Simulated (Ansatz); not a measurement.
Ansatz input

```yaml
crystal:
  lattice:
    - [2.6149101206, 0.0, 0.0]
    - [0.0, 2.6149101206, 0.0]
    - [0.0, 0.0, 2.6149101206]
  atoms:
    - { symbol: Pd, position: [0.0, 0.0, 0.0], spin: 0.5 }
hamiltonian:
  xc: pbe
  pseudopotentials:
    kind: paw
    azcp:
      Pd: "pseudopotentials/Pd.paw.azcp"
basis:
  ecutwfc: 420
  fft_grid_basis: typed
kpoints:
  mp_grid: { grid: [20, 20, 20], shift: [0, 0, 0] }
magnetization:
  spin_polarized: true
scf:
  occupations: { method: fermi_dirac, width: 0.05 }
```

Terminal output

```
Engine: ansatz 0.2.0, x86_64-unknown-linux-gnu
Pseudopotentials: kind: paw
Pseudopotential: Pd, paw, valence charge 18, recommended cutoff 420 eV (normal) 
Functional definition: PBE
  parameter kappa = 0.804
  parameter beta = 0.06672455060314922
  exchange = pbe_x(kappa = kappa, mu = beta*pi^2/3)
  correlation = pbe_c(beta = beta)
Crystal: 1 atoms, lattice volume = 17.880 Å³
Basis set: ecut = 420 eV, 365 PW (Γ)
Bands: 14, of which v1, the nominal top of the filled ones, is band 9 counted from 1 (8 counted from 0)
Symmetry: 48 space group operations
Space group: Pm-3m (ITA 221), of the structure as read, at distance tolerance 2.6e-5 Å
Magnetic group: BNS 221.92 (UNI 1594), of the structure as read, at distance tolerance 2.6e-5 Å
k-points: 286 of 8000
Non-local potential: Pd, projectors of the file, l = 0: 2, l = 1: 2, l = 2: 2, l = 3: 1
PAW form: soft (Blöchl's): semilocal exchange-correlation on the pseudo side does not see the compensation charge
PAW one-centre angular grid: Pd, 590 points (default); XC on 64 Gauss nodes
Initial density: superposition of atomic densities (chi_scale 0.1, normalization cell)
Starting moments: Σ|m| = 0.5 μB on 1 of 1 site
Initial wavefunctions: pseudopotential atomic-orbital guess
Functional: x = pbe(κ = 0.804, μ = 0.2195149727645171), c = pbe(β = 0.06672455060314922)
SCF iter   1: F=—  HF=-6973.248028 eV  |F-HF|=—  |Δ(HF+E_count)|=         —  Δρ=8.25e-2 (↑8.25e-2 ↓5.71e-2)  dr2=3.70e0  dr2_m=3.97e-2  M=0.278 μB ∫|m|=0.280 μB  β_m=0.30  ethr=3.10e-3  ⟨swp⟩=5.4  Hψ=41718  notcnv=0
SCF iter   2: F=—  HF=-6972.612050 eV  |F-HF|=—  |Δ(HF+E_count)|=   6.36e-1  Δρ=4.85e-2 (↑4.85e-2 ↓3.06e-2)  dr2=1.15e0  dr2_m=2.68e-2  M=0.240 μB ∫|m|=0.245 μB  β_m=0.30  ethr=3.10e-3  ⟨swp⟩=2.8  Hψ=17683  notcnv=0  defer=262
spin-set hold released at iteration 2 (site moments show no strong build): the magnetisation degrees of freedom join the quasi-Newton model from the next iteration; the mixer history was kept
SCF iter   3: F=—  HF=-6972.340092 eV  |F-HF|=—  |Δ(HF+E_count)|=   2.72e-1  Δρ=1.95e-2 (↑1.51e-2 ↓1.95e-2)  dr2=5.10e-2  dr2_m=2.41e-2  M=0.185 μB ∫|m|=0.192 μB  β_m=0.30  ethr=3.10e-3  ⟨swp⟩=2.0  Hψ=13207  notcnv=0  defer=262
SCF iter   4: F=—  HF=-6972.337565 eV  |F-HF|=—  |Δ(HF+E_count)|=   2.53e-3  Δρ=1.07e-2 (↑1.07e-2 ↓1.05e-2)  dr2=7.28e-4  dr2_m=1.82e-2  M=0.167 μB ∫|m|=0.172 μB  β_m=0.57  ethr=2.83e-4  ⟨swp⟩=2.4  Hψ=19142  notcnv=0  defer=314
SCF iter   5: F=—  HF=-6972.343865 eV  |F-HF|=—  |Δ(HF+E_count)|=   6.30e-3  Δρ=7.06e-3 (↑5.75e-3 ↓7.06e-3)  dr2=3.91e-4  dr2_m=6.65e-3  M=0.119 μB ∫|m|=0.126 μB  β_m=0.79  ethr=4.04e-6  ⟨swp⟩=2.1  Hψ=11790  notcnv=0  defer=314
SCF iter   6: F=—  HF=-6972.347098 eV  |F-HF|=—  |Δ(HF+E_count)|=   3.23e-3  Δρ=1.98e-3 (↑1.98e-3 ↓1.21e-3)  dr2=1.27e-4  dr2_m=4.06e-4  M=0.041 μB ∫|m|=0.047 μB  β_m=0.89  ethr=2.17e-6  ⟨swp⟩=2.0  Hψ=12673  notcnv=0  defer=314
SCF iter   7: F=—  HF=-6972.347521 eV  |F-HF|=—  |Δ(HF+E_count)|=   4.23e-4  Δρ=2.13e-4 (↑2.12e-4 ↓2.13e-4)  dr2=1.29e-5  dr2_m=3.96e-6  M=0.001 μB ∫|m|=0.002 μB  β_m=0.95  ethr=7.05e-7  ⟨swp⟩=2.3  Hψ=12568  notcnv=0  defer=314
SCF iter   8: F=—  HF=-6972.347524 eV  |F-HF|=—  |Δ(HF+E_count)|=   2.88e-6  Δρ=4.53e-5 (↑3.66e-5 ↓4.53e-5)  dr2=1.88e-7  dr2_m=2.37e-7  M=0.001 μB ∫|m|=0.001 μB  β_m=0.97  ethr=7.14e-8  ⟨swp⟩=2.2  Hψ=11789  notcnv=0  defer=314
SCF iter   9: F=—  HF=-6972.347525 eV  |F-HF|=—  |Δ(HF+E_count)|=   2.41e-7  Δρ=2.92e-6 (↑2.25e-6 ↓2.92e-6)  dr2=1.89e-9  dr2_m=6.62e-10  M=-0.000 μB ∫|m|=0.000 μB  β_m=0.99  ethr=5.56e-10  ⟨swp⟩=2.6  Hψ=16533  notcnv=0
SCF iter  10: F=—  HF=-6972.347525 eV  |F-HF|=—  |Δ(HF+E_count)|=  4.17e-10  Δρ=5.27e-7 (↑4.89e-7 ↓5.27e-7)  dr2=6.96e-12  dr2_m=3.76e-11  M=-0.000 μB ∫|m|=0.000 μB  β_m=0.99  ethr=1.05e-11  ⟨swp⟩=2.2  Hψ=15594  notcnv=0
SCF iter  11: F=-6972.347525 eV  HF=-6972.347525 eV  |F-HF|=9.09e-13  |Δ(HF+E_count)|=  6.91e-11  Δρ=9.73e-8 (↑5.34e-8 ↓9.73e-8)  dr2=1.08e-12  dr2_m=5.32e-13  M=-0.000 μB ∫|m|=0.000 μB  ethr=1.00e-12  ⟨swp⟩=2.0  Hψ=15457  notcnv=0
SCF 1 converged in 11 iterations: F = -6972.347525 eV  dr2 = 1.08e-12
WARN: the starting moments were not kept: the SCF closed with an absolute magnetisation of 7.5e-7 μB, where they sum to 0.5 μB in size (1 site). That is at most 0.1 of that sum. Measured as dr2_m measures the in/out step, that magnetisation stands 2.8e-13 eV from none, at or under the dr2_threshold of 1.0e-7 eV: it is no larger than a step whose dr2_m would equal this threshold. The system may hold no moment; this SCF shows only that its start led to no more than that. To try another start: raise the starting moments (crystal.atoms[].spin, magnetization.per_species, magnetization.initial_magnetization, or on a non-collinear deck that types none of these the spinor_matrix: blocks that start its atoms; where the total moment is fixed, keep their sum and leave initial_magnetization as it is; typed ones take the place of any that the run laid by itself, positive ones on a crystal's lanthanoids without a Hubbard term where scf.initial_density.shell_occupations: [] is typed) or, if the notice of its spin-set hold's release reads "site moments contracting" or "site moments show no strong build", lengthen the hold (scf.mixing.spin_hold: { on: { confirm: 4 } }; for m-r²SCAN on two components see the key's manual first). Each may lead to a state that holds a moment. A second SCF, from the converged charge density, with the starting moments and any scf.initial_density.shell_occupations laid on it anew, would have followed, and was not run: the deck does not ask for one (magnetization.retry_lost_moments is false, the default). To let it run, set magnetization.retry_lost_moments: true and run the deck again, where that key's refused combinations let it; where memory then withholds it, that run's warning says so.
SCF converged after 11 iterations
Magnetization: -0.0000 μB (9.0000 up, 9.0000 down)
Absolute magnetization: 0.0000 μB (∫|ρ↑−ρ↓|, with the PAW one-centre terms)
Spin contamination: 0.0000 ħ² per cell (⟨S²⟩ above its minimum at these occupations)
Per-site moments (μB) at R_I (Å): [(-4.6824148960525344e-7, 1.0786504247475)]
Free energy (F): -6972.347525 eV
Harris-Foulkes:  -6972.347525 eV  (|F-HF|=9.09e-13)
Internal energy: -6972.334309 eV  (E = F + TS)
E sigma→0 (E₀):  -6972.340917 eV
Entropy (-TS):   -0.013216 eV (-13.216 meV/atom)
Fermi energy:    15.415322 eV
--- Per-component energies (eV) ---
  E_band       = -210.226810
  E_kinetic    = 514.103879
  E_local      = -2107.580195  (includes V_loc(G=0)·N_el)
  E_nonlocal   = 217.837546
  E_hartree    = 853.319678
  E_xc         = -167.952723
  E_vxc        = -210.591595  (∫ρ·V_xc dr)
  E_paw        = -3750.929951  (= ΣΔE_a)
  E_vpaw       = -330.636046  (= ΣTr[D̂ρ^β])
  E_aug_tail   = 0.000193  (compensation charges beyond the density's cutoff)
  E_ewald      = -2531.132736
  E_smearing   = -0.013216  (= −TS)
  E_closure    = 0.000000  (closes the sum)
  Σ components = -6972.347525   (vs F -6972.347525, Δ=0.00e0)
```

Command:

```sh
ansatz run input.yaml --threads 1 --pin off --max-ram 3584MiB --backend cpu --events-out ev --progress --plain --runs-dir out
```

On 1 thread of Intel(R) Xeon(R) Platinum 8259CL CPU @ 2.50GHz (Skylake/Cascade Lake) (shared host) this took about 10 s of wall time and 10 s of CPU time.
